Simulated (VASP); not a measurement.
# Cu (Fm-3m) in VASP: notebook, part 2 of 2

VASP 6.6.1.

### Step 5. Relaxation of cell and atoms, PBE+D3(BJ)

Input file INCAR:

```
SYSTEM = Cu
ALGO = Fast ; EDIFF = 1E-7
EDIFFG = -0.005 ; ENCUT = 600
GGA = PE ; IBRION = 2
ISIF = 3 ; ISMEAR = 0
IVDW = 12 ; LASPH = .TRUE.
LCHARG = .FALSE. ; LREAL = .FALSE.
LWAVE = .FALSE. ; NELM = 100
NSW = 90 ; PREC = Accurate
SIGMA = 0.1
```

Input file KPOINTS:

```
k-points
0
G
  20 20 20
  0 0 0
```

Input file POSCAR:

```
Cu
1.0
    0.0000000000      1.8250000000      1.8250000000
    1.8250000000      0.0000000000      1.8250000000
    1.8250000000      1.8250000000      0.0000000000
Cu
1
Direct
    0.0000000000      0.0000000000      0.0000000000
```

Potentials or basis: VASP PAW PBE potentials, release 64 (Cu).

Command:

```sh
$ cat potpaw_PBE.64/Cu/POTCAR > POTCAR
$ mpirun -np 1 vasp_std > vasp.out
```

OUTCAR:

```text
SYSTEM = Cu
   EDIFF = 1E-7
   EDIFFG = -0.005
   ENCUT = 600
   GGA = PE
   IBRION = 2
   ISIF = 3
   ISMEAR = 0
   IVDW = 12
   LASPH = .TRUE.
   LREAL = .FALSE.
   NELM = 100
   NSW = 90
   PREC = Accurate
 IVDW          = 12

 ion  position               nearest neighbor table
   1  0.000  0.000  0.000-

  LATTYP: Found a face centered cubic cell.
 ALAT       =     3.6500000000

  Lattice vectors:

 A1 = (   0.0000000000,   1.8250000000,   1.8250000000)
 A2 = (   1.8250000000,   0.0000000000,   1.8250000000)
 A3 = (   1.8250000000,   1.8250000000,   0.0000000000)

Analysis of symmetry for initial positions (statically):
=====================================================================
 Subroutine PRICEL returns:
 Original cell was already a primitive cell.

 Routine SETGRP: Setting up the symmetry group for a
 face centered cubic supercell.

 Subroutine GETGRP returns: Found 48 space group operations
 (whereof 48 operations were pure point group operations)
 out of a pool of 48 trial point group operations.

The static configuration has the point symmetry O_h .

Analysis of symmetry for dynamics (positions and initial velocities):
=====================================================================
 Subroutine PRICEL returns:
 Original cell was already a primitive cell.

[... 149 lines left out ...]

 Free energy of the ion-electron system (eV)
  ---------------------------------------------------
  ext. energy  EPLUGINS =         0.00000000
  ---------------------------------------------------
  free energy    TOTEN  =        -3.72879791 eV

  energy without entropy =       -3.72744038  energy(sigma->0) =       -3.72811915

------------------------ aborting loop because EDIFF is reached ----------------------------------------

 Edisp (eV)   -0.56572

 E8    (eV) :    -0.2424
[... 147 lines left out ...]
--------------------------------------- Ionic step        5  -------------------------------------------

 number of electron      11.0000001 magnetization

 Free energy of the ion-electron system (eV)
  ---------------------------------------------------
  ext. energy  EPLUGINS =         0.00000000
  ---------------------------------------------------
  free energy    TOTEN  =        -3.71282179 eV

  energy without entropy =       -3.71155380  energy(sigma->0) =       -3.71218779

 E-fermi :   8.0576     XC(G=0): -12.9545

 val. band max:        8.0573760050   @ k =   0.5000   0.2500   0.1000
 cond. band min:       8.1022333887   @ k =  -0.4500   0.1000   0.0000
 fundamental gap:      0.0448573838
 Fermi energy:         8.0575756077

 k-point     1 :       0.0000    0.0000    0.0000
  band No.  band energies     occupation
      1      -1.5727      2.00000
      2       4.9318      2.00000
      3       4.9318      2.00000
      4       4.9318      2.00000
      5       5.8055      2.00000
      6       5.8055      2.00000
      7      30.9872      0.00000
      8      33.9389      0.00000
      9      33.9389      0.00000
[... 265 lines left out ...]
 k-point    24 :      -0.3500    0.0500    0.0000
  band No.  band energies     occupation
      1       2.3198      2.00000
      2       4.9582      2.00000
      3       5.0007      2.00000
      4       5.1254      2.00000
      5       6.1395      2.00000
      6       6.4355      2.00000
      7      15.5982      0.00000
      8      28.3229      0.00000
      9      30.7333      0.00000

 [... further k-points ...]

------------------------ aborting loop because EDIFF is reached ----------------------------------------

 Edisp (eV)   -0.60720

 E8    (eV) :    -0.2604
[... 24 lines left out ...]
  FREE ENERGIE OF THE ION-ELECTRON SYSTEM (eV)
  ---------------------------------------------------
  free  energy   TOTEN  =        -4.3200220394 eV

  energy  without entropy=       -4.3187540509  energy(sigma->0) =       -4.31938805

 reached required accuracy - stopping structural energy minimisation
```

It took 1.9 min on 1 thread of Intel Xeon Platinum 8488C (Sapphire Rapids), shared host; peak memory 0.18 GiB.

Results:

| Quantity | Value |
| --- | --- |
| Free energy | -4.3200 eV |
| Relaxed volume | 11.36 Å³/atom |
| Relaxed cell | a = 2.523 Å, b = 2.523 Å, c = 2.523 Å, α = 60.00°, β = 60.00°, γ = 60.00° |
| Space group after relaxing (to 0.05 Å) | Fm-3m (No. 225) |
| Energy gained by relaxing | 25.5 meV/atom |
| Ionic steps | 5 |
| Pressure after relaxing | 0.0 GPa |
| Band gap on the k mesh | none (metal or under the smearing width) |
| Dispersion energy per atom | -0.607 eV |

The path:
```csv
step,energy change (eV),largest force (eV/Å),pressure (GPa),volume (Å³)
1,0.0000,0.0000,-9.10,12.16
2,-0.0191,0.0000,5.95,10.98
3,-0.0255,0.0000,0.17,11.34
4,-0.0255,0.0000,-0.09,11.36
5,-0.0255,0.0000,0.03,11.36
```

Final structure:
```
Cu
1.0
     0.00000    1.78407    1.78407
     1.78407    0.00000    1.78407
     1.78407    1.78407    0.00000
Cu
1
Cartesian
  3.5681 1.7841 1.7841
```

Caveat: pairwise dispersion overbinds metals, which lowers pressure and volume.

### Step 6. Relaxation of cell and atoms, PBEsol

Input file INCAR:

```
SYSTEM = Cu
ALGO = Fast ; EDIFF = 1E-7
EDIFFG = -0.005 ; ENCUT = 300
GGA = PS ; IBRION = 2
ISIF = 3 ; ISMEAR = 0
LASPH = .TRUE. ; LCHARG = .FALSE.
LREAL = .FALSE. ; LWAVE = .FALSE.
NELM = 100 ; NSW = 90
PREC = Accurate ; SIGMA = 0.1
```

KPOINTS is that of step 5.

POSCAR is that of step 5.

Potentials or basis: VASP PAW PBE potentials, release 64 (Cu).

Command:

```sh
$ cat potpaw_PBE.64/Cu/POTCAR > POTCAR
$ mpirun -np 1 vasp_std > vasp.out
```

Wall time 57 s (1 thread of Intel Xeon Platinum 8488C (Sapphire Rapids), shared host); peak memory 0.13 GiB.

The run converged, but some of its settings lie outside the range that counts as converged, so its numbers aren't taken as properties of the crystal.

Results:

| Quantity | Value |
| --- | --- |
| Free energy | -4.3194 eV |
| Relaxed volume | 11.31 Å³/atom |
| Relaxed cell | a = 2.520 Å, b = 2.520 Å, c = 2.520 Å, α = 60.00°, β = 60.00°, γ = 60.00° |
| Space group after relaxing (to 0.05 Å) | Fm-3m (No. 225) |
| Energy gained by relaxing | 33.8 meV/atom |
| Ionic steps | 12 |
| Band gap on the k mesh | none (metal or under the smearing width) |

Caveat: the cutoff is under 1.25 times the usual one of these potentials, so pressure, stress and relaxed cells hold a basis-set (Pulay) error; the PAW data sets were made with another functional, which shifts forces and pressure a little.

### Step 7. The runs side by side

```csv
level,potentials or basis,gap on the mesh (eV),pressure (GPa),relaxed volume (Å³/atom)
PBEsol,"VASP PAW PBE potentials, release 64 (Cu)",none,0.0,11.38
LDA,"VASP PAW LDA potentials, release 64 (Cu)",none,0.0,10.95
PBE,"VASP PAW PBE potentials, release 64 (Cu)",none,0.0,12.00
PBE+D3(BJ),"VASP PAW PBE potentials, release 64 (Cu)",none,0.0,11.36
```

Alike in all rows: task relaxation of cell and atoms; no spin polarisation; cell relaxed; k mesh 20 × 20 × 20; cutoff (eV) 600; smearing gaussian 0.1 eV.

Caveats: the PAW data sets were made with another functional, which shifts forces and pressure a little (some runs); pairwise dispersion overbinds metals, which lowers pressure and volume (some runs).

Absolute energies hang on the potentials; compare differences alone.
